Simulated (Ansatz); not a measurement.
## Na3Cl under changes of volume

One of the cells (28.829 Å³/atom); the others are scaled copies at fixed shape and fractional positions:

```
Cl Na
1.0
     3.48642    0.00000    0.00000
     0.00000    3.48642    0.00000
     0.00000    0.00000    9.48697
Cl Na
1 3
Direct
  0.00000 0.00000 0.00000
  0.50000 0.50000 0.17433
  0.50000 0.50000 0.82567
  0.00000 0.00000 0.50000
```

The cell comes from a database or a generator and needn't be the stable form of this composition.

| Item | Value |
| --- | --- |
| Program | Ansatz 0.2.0 |
| Functional | PBEsol |
| Potentials or basis | all-electron LAPW, scalar-relativistic |
| Cutoff | 147 eV (chosen from the basis error) |
| Basis error allowed | 0.001 eV/atom |
| k mesh | 8 × 8 × 3 |
| Occupations | fermi-dirac, width 0.05 eV |
| Spin | no spin polarisation |

```csv
volume (Å³/atom),energy over the lowest point (meV/atom),pressure (GPa),largest force (eV/Å)
27.099,?,?,?
27.676,3.00,0.8,0.124
28.252,0.92,0.4,0.096
28.829,0.00,0.1,0.070
29.405,0.13,-0.2,0.045
29.982,1.19,-0.4,0.023
30.558,3.11,-0.6,0.002
```

Question: What does the run at 27.099 Å³/atom give?

Answer: Energy over the lowest point 6.36 meV/atom; pressure 1.1 GPa; largest force 0.155 eV/Å.

Worked out: A Birch-Murnaghan fit of order 3 (a polynomial in V^(-2/3)) to the other rows has its minimum at 29.04 Å³/atom with B0 = V·E''(V) = 14.1 GPa and B' = 4.2 at fixed shape and positions, which overstates the stiffness. It gives 6.37 meV/atom at 27.099 Å³/atom, against the run's 6.36, and -dE/dV = 1.1 GPa, against 1.1.

Energies are extrapolated to zero smearing.
